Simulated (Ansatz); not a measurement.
## Ir in Ansatz: the effect of target pressure

Ir:

```
Ir
1.0
     2.75138    0.00000    0.00000
    -1.37569    2.38276    0.00000
     0.00000    0.00000    4.46229
Ir
2
Direct
  0.33333 0.66667 0.25000
  0.66667 0.33333 0.75000
```

This isn't the form of Ir at room conditions, which is fcc.

Alike in all runs:

| Item | Value |
| --- | --- |
| Program | Ansatz 0.2.0 |
| Task | relaxation of cell and atoms |
| Functional | PBE |
| Potentials or basis | Ansatz PAW |
| Cutoff | 420 eV (not typed: the program's choice for these potentials) |
| k mesh | 11 × 11 × 6 |
| Occupations | fermi-dirac, width 0.05 eV |
| Spin | no spin polarisation |

Each run relaxes the cell or the atoms first.

Q: One run gave: relaxed volume 14.18 Å³/atom. Which target pressure did it use?
A. 20 GPa
B. 2 GPa
C. 30 GPa
D. 0 GPa
E. 10 GPa

A: E.

```tsv
target pressure	relaxed volume (Å³/atom)
0 GPa	14.57
2 GPa	14.49
5 GPa	14.37
10 GPa	14.18
20 GPa	13.85
30 GPa	13.55
```

Caveats: the plane-wave basis is chosen anew once the cell has moved, so the energies of steps on either side of that aren't comparable.
